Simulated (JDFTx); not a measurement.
Crystal: Se.

```
Se
1.0
     4.36620    0.00000    0.00000
    -2.18310    3.78124    0.00000
     0.00000    0.00000    4.95360
Se
3
Direct
  0.77460 0.77460 0.00000
  0.00000 0.22540 0.66667
  0.22540 0.00000 0.33333
```

Base run:

```yaml
Program: JDFTx 1.7.0 (patched build)
Functional: PBE
Potentials_or_basis: PseudoDojo-SR-PBE-0.5-standard
Cutoff: 1170 eV
Density_cutoff: 9361 eV
k_mesh: 5 × 5 × 4
Occupations: fermi-dirac, width 0.05 eV
Spin: no spin polarisation
```

Its results: band gap on the k mesh 1.23 eV, indirect (least direct gap 1.34 eV).

Task: The run is repeated on the same cell with these changes: functional from PBE to GLLB-SC; occupations from fermi-dirac, width 0.05 eV to fixed. What comes out?

Result: Band gap on the k mesh, kohn-sham part alone 1.53 eV, direct.

Caveats: an odd mesh through Γ misses points on the zone boundary, where band edges often lie; the gap lacks the derivative discontinuity (some runs); a model potential gives levels but no total energy (some runs).
